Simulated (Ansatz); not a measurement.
# GaAs under strain: ⁶⁹Ga NMR of the central transition

Cell: a COD entry, relaxed with PBE at fixed cell and then changed (z compressed by 2 %, ions relaxed).

```cif
data_structure
_symmetry_space_group_name_H-M 'P 1'
_symmetry_Int_Tables_number 1
_cell_length_a 3.9580
_cell_length_b 3.9580
_cell_length_c 3.9978
_cell_angle_alpha 59.667
_cell_angle_beta 59.667
_cell_angle_gamma 60.666
_cell_volume 44.28
loop_
_atom_site_label
_atom_site_type_symbol
_atom_site_fract_x
_atom_site_fract_y
_atom_site_fract_z
_atom_site_occupancy
Ga1 Ga 0.00000 0.00000 0.00000 1
As2 As 0.25000 0.25000 0.25000 1
```

Atom numbers follow the list; atoms alike are taken as one site, whose name carries the number of the first.

Method: Kohn–Sham DFT in Ansatz, PBE, plane waves and PAW, scalar-relativistic, 420 eV cutoff, Γ-centred 13×13×13 k-points, Fermi–Dirac smearing 0.02 eV.

⁶⁹Ga has I = 3/2 and Q = 171.0 mb (Pyykkö 2018); at 28.2 T its Larmor frequency is ν₀ = 289.0 MHz. Only the quadrupole interaction is simulated: positions count from each site's isotropic chemical shift, and J coupling is left out, as are shift anisotropy and dipolar coupling, which fast spinning averages.

(1) What does the ⁶⁹Ga spectrum (fast magic-angle spinning) show for each site?

## Answers

(1) 

```csv
site,first shell,C_Q (MHz),η,P_Q (MHz),δ_QIS (ppm),breadth (kHz)
Ga,4 As at 2.43 Å,1.57,0.00,1.57,-0.739,0.457
```

δ_QIS = −(ν_Q²/30ν₀²)[I(I+1) − 3/4](1 + η²/3) × 10⁶ ppm with ν_Q = 3|C_Q|/[2I(2I−1)]; it falls as 1/B₀² in ppm, and the breadth as 1/B₀ in kHz.

An axis of threefold or higher order runs through Ga, so V_zz lies along it and η is zero.

The relaxation (1 step) took 13 s of wall time (12 s of CPU time) and 0.58 GiB at its peak, on 1 thread of AMD EPYC 9R14 (Zen 4) (x86_64; 16 cores open to the job, memory cap 3.0 GiB, no GPU), a shared host with a load of 0.3 a core.
